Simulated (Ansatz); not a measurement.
# What a change of settings does to a run on Li

Structure: COD 9011628, as refined from experiment and not relaxed. The listed cell was then made from it by scaling, straining or moving an atom.

First run: DFT, r2SCAN, PAW with Ansatz's default frozen-core files, scalar-relativistic (Ansatz 0.2.0).

Command: `ansatz run input.yaml --threads 1 --pin off --max-ram 2048MiB --backend cpu --events-out ev --progress --plain --runs-dir out` The run took 2.1 s on 1 thread of Intel(R) Xeon(R) Platinum 8488C (Sapphire Rapids), on a shared host, peak memory 0.32 GiB.

```yaml
crystal:
  lattice:
    - [-1.726348452, 1.726348452, 1.726348452]
    - [1.726348452, -1.726348452, 1.726348452]
    - [1.726348452, 1.726348452, -1.726348452]
  atoms:
    - { symbol: Li, position: [0.0, 0.0, 0.0] }
kpoints:
  mp_grid: { grid: [13, 13, 13] }
scf:
  occupations: { method: fermi_dirac, width: 0.05 }
hamiltonian:
  xc: r2scan
  pseudopotentials: { kind: paw }
output:
  forces: true
  stress: true
  eigenvalues: true
  efg: { contact_densities: true }
```

Result: converged; pressure 0.26 GPa; 6 SCF iterations.

The input is then changed:

```diff
@@ -6,8 +6,9 @@
   atoms:
     - { symbol: Li, position: [0.0, 0.0, 0.0] }
+  symmetry: { detect: false }
 kpoints:
-  mp_grid: { grid: [13, 13, 13] }
+  mp_grid: { grid: [10, 10, 10] }
 scf:
-  occupations: { method: fermi_dirac, width: 0.05 }
+  occupations: { method: tetrahedron_uncorrected }
 hamiltonian:
   xc: r2scan
```

Question: What does the second run give?

Answer: It converged; pressure 0.43 GPa; 6 SCF iterations. Some of these settings are too coarse for converged properties.
